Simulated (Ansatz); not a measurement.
**Ge (diamond): gap against strain (uniaxial along x, other directions held)**

Diamond Ge, relaxed with r2SCAN in the plane-wave code Ansatz, then strained (uniaxial along x, other directions held; changes of length per length, axes as in the cell below) with the atoms relaxed again within the symmetry that is left. The symmetry is Fd-3m (No. 227, cubic); a = 5.674 Å in the conventional setting, 22.83 Å³ an atom. Around Ge lie 4 Ge at 2.46 Å. Calculated for a static, non-magnetic cell.

```
CELL_PARAMETERS angstrom
0.00000 2.83687 2.83687
2.83687 0.00000 2.83687
2.83687 2.83687 0.00000
ATOMIC_POSITIONS crystal
Ge 0.00000 0.00000 0.00000
Ge 0.25000 0.25000 0.25000
```

Gaps are the least over each mesh (r2SCAN 8×8×8, HSE06 6×6×6 when unstrained) and the special points, which keep their unstrained names; stress is the change from the unstrained cell, compression positive.

| strain (%) | gap, r2SCAN (eV) | gap, HSE06 (eV) | edges, HSE06 | stress along the strain, r2SCAN (GPa) | energy rise, r2SCAN (meV/atom) |
| --- | --- | --- | --- | --- | --- |
| 0.0 | 0.362 | 0.776 | Γ → L | 0.00 | 0.0 |
| +0.4 | 0.312 | 0.727 | Γ | -0.51 | 0.1 |
| +0.93 | 0.246 | 0.657 | Γ | -1.17 | 0.8 |
| +2.0 | 0.112 | 0.515 | Γ | -2.46 | 3.6 |
| +2.38 | – | 0.465 | Γ | – | – |
| +5.44 | – | 0.041 | Γ | – | – |

With HSE06 the edges change from Γ → L (indirect) to Γ (direct) between 0.0 and +0.4 %.

The runs are scalar-relativistic, without spin-orbit coupling.

The meshes of the hybrids are coarse, so their gaps aren't converged to the digits shown.
